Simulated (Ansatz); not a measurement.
The system is BN.

```
CELL_PARAMETERS angstrom
1.25112 0.72234 3.37293
-1.25112 0.72234 3.37293
0.00000 -1.44467 3.37293
ATOMIC_POSITIONS crystal
N 0.66724 0.66724 0.66724
B 0.00033 0.00033 0.00033
```

The cell is a database's computed one.

- Program: Ansatz 0.2.0
- Task: relaxation of cell and atoms
- Functional: HSEsol
- Potentials or basis: Ansatz PAW
- Cutoff: 420 eV (not typed: the program's choice for these potentials)
- k mesh: 6 × 6 × 6
- Occupations: fermi-dirac, width 0.05 eV
- Spin: no spin polarisation

At the start: volume 9.14 Å³/atom.

How do energy, volume and symmetry change on relaxing?

It ends after 11 steps and the volume is 9.36 Å³/atom (+2.3 %); space group R3m (No. 160, to 0.05 Å).

Step by step:
| step | energy change (eV) | largest force (eV/Å) | volume (Å³) |
| --- | --- | --- | --- |
| 1 | 0.0000 | 0.0058 | 18.29 |
| 2 | -0.0030 | 0.0027 | 18.32 |
| 3 | -0.0032 | 0.0000 | 18.40 |
| 4 | -0.0031 | 0.0003 | 18.44 |
| 5 | -0.0031 | 0.0001 | 18.46 |
| 6 | -0.0039 | 0.0002 | 18.46 |
| 7 | -0.0035 | 0.0009 | 18.60 |
| 8 | -0.0033 | 0.0005 | 18.65 |
| 9 | -0.0040 | 0.0007 | 18.65 |
| 10 | -0.0038 | 0.0000 | 18.72 |
| 11 | -0.0040 | 0.0001 | 18.72 |

Final structure:
```
CELL_PARAMETERS angstrom
1.24490 0.71874 3.48606
-1.24490 0.71874 3.48606
0.00000 -1.43748 3.48606
ATOMIC_POSITIONS crystal
N 0.66718 0.66718 0.66718
B 0.00039 0.00039 0.00039
```

Caveat: the k mesh is coarse (spacing up to 0.49 Å⁻¹), so the values aren't converged, least of all with exact exchange; the plane-wave basis is chosen anew once the cell has moved, so the energies of steps on either side of that aren't comparable; the pressure holds a Pulay correction of +0.5 GPa for the finite cutoff; the PAW data sets come from PBE, with cores solved anew for the run's functional, which leaves a small shift of forces and pressure.
